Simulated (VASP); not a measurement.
Input of a VASP 6.6.1 run:

POSCAR

```
C62N                                    
1.0
    7.1431000000      0.0000000000      0.0000000000
    0.0000000000      7.1431000000      0.0000000000
    0.0000000000      0.0000000000      7.1431000000
  N               C             
     1    62
Direct
     0.1376021586044481    0.1376020555259547    0.1376021376966326
     0.0060386473555203    0.2497949510309444    0.2497949411533653
     0.1252790363746114    0.3765345368501890    0.3765345515435046
     0.2497948888962460    0.0060386437477320    0.2497948999779844
     0.3765345532857476    0.1252789910426925    0.3765345475096549
     0.2497949284624389    0.2497949474410664    0.0060386548100343
     0.3765345562374537    0.3765345371292251    0.1252790273155006
     0.9998849134186774    0.9998849415698062    0.4999747410935265
     0.1242808784936850    0.1242808292221089    0.6261372323439675
     0.9983697791476382    0.2474698967015039    0.7519825629217418
     0.1235726302231309    0.3727933023212638    0.8773634042863796
     0.2474698830228435    0.9983697873452252    0.7519825525985008
     0.3727933324062883    0.1235725775098015    0.8773633770423989
     0.2500131814881195    0.2500131490357249    0.5013924767256136
     0.3746629275813720    0.3746628775722129    0.6258347624388031
     0.9998849345989252    0.4999747110561973    0.9998849411573203
     0.1242808855067589    0.6261372425070828    0.1242808682257535
     0.9983697368886517    0.7519825400907223    0.2474698471577959
     0.1235725899773481    0.8773633791716142    0.3727933045248982
     0.2500131663314607    0.5013924556344215    0.2500131554377888
     0.3746628852612442    0.6258347374220642    0.3746628785249134
     0.2474698275382105    0.7519825648021699    0.9983698807627504
     0.3727933183283110    0.8773633760397217    0.1235725731320256
     0.9999781652503845    0.4999017706973464    0.4999017674473095
     0.1239475856321037    0.6235880452852927    0.6235880536287618
     0.0012609831933496    0.7503511287347310    0.7503511200759180
     0.1328096652782650    0.8642752864707521    0.8642752279411847
     0.2495916816586344    0.4989246441750071    0.7509346458593347
     0.3754951420127425    0.6240895302894910    0.8754068117922692
     0.2495916618472436    0.7509346540104492    0.4989246302373829
     0.3754951082279886    0.8754068285739874    0.6240895166445585
     0.4999747479050800    0.9998849350024579    0.9998849185263922
     0.6261372197141013    0.1242808217074469    0.1242808587483792
     0.5013924865615689    0.2500131571757871    0.2500131809641852
     0.6258347521878744    0.3746628736381400    0.3746629156583738
     0.7519825510197500    0.9983697943363593    0.2474698849798616
     0.8773633791576182    0.1235725772205963    0.3727933195920042
     0.7519825655433816    0.2474698979159563    0.9983697730734321
     0.8773633979819750    0.3727933019819122    0.1235726199418386
     0.4999017598671108    0.9999781296978231    0.4999017566310032
     0.6235880682354226    0.1239475968872060    0.6235880699962981
     0.4989246534909338    0.2495916858578058    0.7509346572071138
     0.6240895711592688    0.3754951593889026    0.8754068487455668
     0.7503511270671732    0.0012609899832494    0.7503511174323937
     0.8642752515346070    0.1328097102947715    0.8642752627210776
     0.7509346606985722    0.2495916886817243    0.4989246520248690
     0.8754068421124519    0.3754951550594985    0.6240895692758260
     0.4999017708765097    0.4999017742813720    0.9999781512897644
     0.6235880590131601    0.6235880449620549    0.1239475937809593
     0.4989246228293668    0.7509346551630748    0.2495916608336532
     0.6240895183310594    0.8754068293770061    0.3754951128220771
     0.7509346540600120    0.4989246365689620    0.2495916870525071
     0.8754068065338269    0.6240895317639077    0.3754951409925968
     0.7503511245440299    0.7503511311925335    0.0012609898368538
     0.8642752336915830    0.8642752845696051    0.1328096714453292
     0.5000739651721514    0.5000739781660616    0.5000739668819254
     0.6250492600812746    0.6250492814189513    0.6250492593067037
     0.5000870295039211    0.7501054419208039    0.7501054207927496
     0.6254002961210096    0.8751800790140829    0.8751800061925712
     0.7501054949673341    0.5000870569961542    0.7501054832460456
     0.8751800558280227    0.6254003680184894    0.8751800451092731
     0.7501054378170625    0.7501054434469314    0.5000870261120841
     0.8751800038629427    0.8751800693038699    0.6254002867787168
```

File INCAR.step1:

```
ALGO = Normal
EDIFF = 1E-5
ENCUT = 420
GGA = PE
ISIF = 2
ISMEAR = 0
ISPIN = 2
ISYM = 0
LASPH = T
LCHARG = F
LDMATRIX = T
LEFG = T
LORBIT = 11
LREAL = F
LWAVE = T
MAGMOM = 0 0 0 0 0 0 0 0 0 0 0 0 0 0 0 0 0 0 0 0 0 0 0 0 0 0 0.66 0 0 0 0 0 0 0 0 0 0 0 0 0 0 0 0 0 0.66 0 0 0 0 0 0 0 0 0 0.66 0 0 0 0 0 0 0 0
NCORE = 4
NELECT = 254
NELM = 60
NGYROMAG = 3.0777 10.7084
NUPDOWN = 2
PREC = Accurate
QUAD_EFG = 20.44 0
SIGMA = 0.01
```

INCAR.step2

```
ALGO = Normal
EDIFF = 1E-6
ENCUT = 420
GGA = PE
HFSCREEN = 0.2
ISIF = 2
ISMEAR = 0
ISPIN = 2
ISTART = 1
ISYM = 0
LASPH = T
LCHARG = F
LDMATRIX = T
LEFG = T
LHFCALC = T
LHYPERFINE = T
LORBIT = 11
LREAL = F
LWAVE = F
MAGMOM = 0 0 0 0 0 0 0 0 0 0 0 0 0 0 0 0 0 0 0 0 0 0 0 0 0 0 0.66 0 0 0 0 0 0 0 0 0 0 0 0 0 0 0 0 0 0.66 0 0 0 0 0 0 0 0 0 0.66 0 0 0 0 0 0 0 0
NCORE = 4
NELECT = 254
NELM = 60
NGYROMAG = 3.0777 10.7084
NUPDOWN = 2
PREC = Accurate
PRECFOCK = Fast
QUAD_EFG = 20.44 0
SIGMA = 0.01
```

KPOINTS

```
k-points
0
Gamma
  1 1 1
```

Potentials or basis: VASP PAW PBE potentials, release 64 (N, C).

The run is started by

```console
$ cat potpaw_PBE.64/N/POTCAR potpaw_PBE.64/C/POTCAR > POTCAR
$ cp INCAR.step1 INCAR
$ mpirun -np 8 vasp_std > vasp.out
$ cp INCAR.step2 INCAR
$ mpirun -np 8 vasp_std > vasp.out
```

(1) Estimate the largest force.

## Answers

(1) 0.221 eV/Å.

Caveat: the cell carries a net charge on a neutralising background, which shifts energy and pressure; the PAW data sets were made with another functional, which shifts forces and pressure a little; the total moment is fixed, so each spin has its own Fermi level.
